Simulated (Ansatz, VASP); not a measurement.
One calculation of PtSe, two programs

```
Pt Se
1.0
     0.00000    3.03745    3.03745
     3.03745    0.00000    3.03745
     3.03745    3.03745    0.00000
Pt Se
1 1
Direct
  0.00000 0.00000 0.00000
  0.25000 0.25000 0.25000
```

Alike in both runs: task single point; functional PBE; k mesh 5 × 5 × 5; occupations gaussian, width 0.05 eV; collinear spin; Hubbard terms Pt d U = 7.0 eV, J = 0.9 eV.

```csv
,VASP,Ansatz
version,VASP 6.6.1,Ansatz 0.2.0
potentials or method,"VASP PAW PBE potentials, release 64 (Pt, Se)","scalar-relativistic, plane waves, PAW"
plane-wave cutoff (eV),520,420
valence electrons in the cell,16,34
```

```csv
,VASP,Ansatz,Ansatz less VASP
gap on the k mesh at the Fermi level (eV),none,none,-
pressure (GPa),-12.1,-5.6,+6.49
largest component of the traceless stress (GPa),0.00,2.06,+2.059
net moment per atom (μB),0.44,0.51,+0.072
size of the moment on the site where the two differ most (μB),0.57,0.73,+0.158
```

Site moments also hang on the region over which each program counts them. The programs project onto different local orbitals, so the same U acts differently. A gap of «none» marks a metal or a gap that the smearing closes. The two sets of potentials don't hold the same shells in valence. Ansatz warned: «filled_band_counts_differ_across_k_points».

The runs have no spin-orbit coupling, so splittings on Pt are missing. The state reached can hang on the start; a lower one may exist.
